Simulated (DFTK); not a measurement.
Here is a DFTK 0.8.2 calculation.

The input run.jl:

```julia
using DFTK
using PseudoPotentialData
using Unitful, UnitfulAtomic
using LinearAlgebra, Printf
include("save.jl")
disable_threading()

# lattice vectors are the columns
lattice = austrip(1u"Å") * [           0.0         1.9465         1.9465;
                   1.9465            0.0         1.9465;
                   1.9465         1.9465            0.0]
symbols   = [:Pd]
positions = [[0.0, 0.0, 0.0]]
pseudopotentials = Dict(:Pd => "Pd.upf")
elements = Dict(s => ElementPsp(s, pseudopotentials; rcut=10.0) for s in unique(symbols))
atoms    = [elements[s] for s in symbols]

build_model(lattice, positions; symmetries=true) =
    model_DFT(lattice, atoms, positions;
              functionals=PBEsol(),
              temperature=austrip(0.05u"eV"),
              smearing=Smearing.FermiDirac(),
              symmetries)
Ecut  = 45.0  # hartree
kgrid = [12, 12, 12]
tol   = 1e-6
to_GPa = ustrip(uconvert(u"GPa", 1u"hartree/bohr^3"))

model = build_model(lattice, positions)
basis = PlaneWaveBasis(model; Ecut, kgrid)
display(basis)
scfres = self_consistent_field(basis;
                               tol,
                               nbandsalg=AdaptiveBands(model; n_bands_converge=14))
display(scfres.energies)
@printf "Fermi level: %.6f eV\n" ustrip(auconvert(u"eV", something(scfres.εF, NaN)))
forces = compute_forces_cart(scfres)
println("Forces (eV/Å)")
for (s, f) in zip(symbols, forces)
    @printf "%-3s %12.6f %12.6f %12.6f\n" s ustrip.(auconvert.(u"eV/Å", f))...
end
stress = compute_stresses_cart(scfres)
println("Stress (GPa)")
display(round.(stress * to_GPa; digits=4))
println("Levels at the first k-point (eV): ", round.(ustrip.(auconvert.(u"eV", scfres.eigenvalues[1][1:scfres.n_bands_converge])); digits=4))
save_scf!(scfres; forces, stress)

points = Dict("G" => [0.0, 0.0, 0.0], "K" => [0.375, 0.375, 0.75], "L" => [0.5, 0.5, 0.5], "U" => [0.625, 0.25, 0.625], "W" => [0.5, 0.25, 0.75], "X" => [0.5, 0.0, 0.5])
segments = [("G", "X", 7), ("X", "W", 4), ("W", "K", 3), ("K", "G", 7), ("G", "L", 6), ("L", "U", 4), ("U", "W", 3), ("W", "L", 5), ("L", "K", 4), ("U", "X", 3)]
kcoords = vcat([[points[a] + t * (points[b] - points[a]) for t in range(0, 1, n)] for (a, b, n) in segments]...)
bands = compute_bands(scfres, ExplicitKpoints(kcoords); n_bands=16, tol=1e-5)
for (k, ε) in zip(bands.basis.kpoints, bands.eigenvalues)
    @printf "%d %8.4f %8.4f %8.4f " k.spin k.coordinate...
    println(join([@sprintf("%9.4f", e) for e in ustrip.(auconvert.(u"eV", ε .- scfres.εF))]))
end
results["band_energies"] = rows(bands.eigenvalues); results["band_kpoints"] = rows(kcoords)
```

Potentials or basis: SG15 1.2 (PBE).

Run with:

```bash
$ julia --threads=1 run.jl  # save.jl only writes the numbers to a file and isn't shown; printed stress counts tension as positive; times include loading and compiling
```

**Question.** Estimate the pressure.

**Answer.** -3.2 GPa.

**Question.** Estimate the band gap on the k mesh.

**Answer.** None (metal or under the smearing width).

Levels at the corners of the path, in eV from the Fermi level:
```tsv
point	band 6	band 7	band 8	band 9	band 10	band 11	band 12	band 13
Γ	-2.85	-2.85	-2.85	-1.21	-1.21	17.34	22.08	22.08
X	-5.14	-0.02	0.31	0.31	3.25	10.69	13.17	13.17
W	-3.41	-3.41	-1.31	0.31	8.84	8.84	10.31	11.57
K	-4.18	-1.99	-0.93	-0.15	7.05	8.03	10.77	15.88
Γ	-2.85	-2.85	-2.85	-1.21	-1.21	17.34	22.08	22.08
L	-2.89	-2.89	0.00	0.00	0.91	7.25	16.67	21.14
U	-4.18	-1.99	-0.93	-0.15	7.05	8.03	10.77	15.88
W	-3.41	-3.41	-1.31	0.31	8.84	8.84	10.31	11.57
L	-2.89	-2.89	0.00	0.00	0.91	7.25	16.67	21.14
K	-4.18	-1.99	-0.93	-0.15	7.05	8.03	10.77	15.88
U	-4.18	-1.99	-0.93	-0.15	7.05	8.03	10.77	15.88
X	-5.14	-0.02	0.31	0.31	3.25	10.69	13.17	13.17
```

Caveat: the potentials were made for another functional, which shifts forces and pressure.
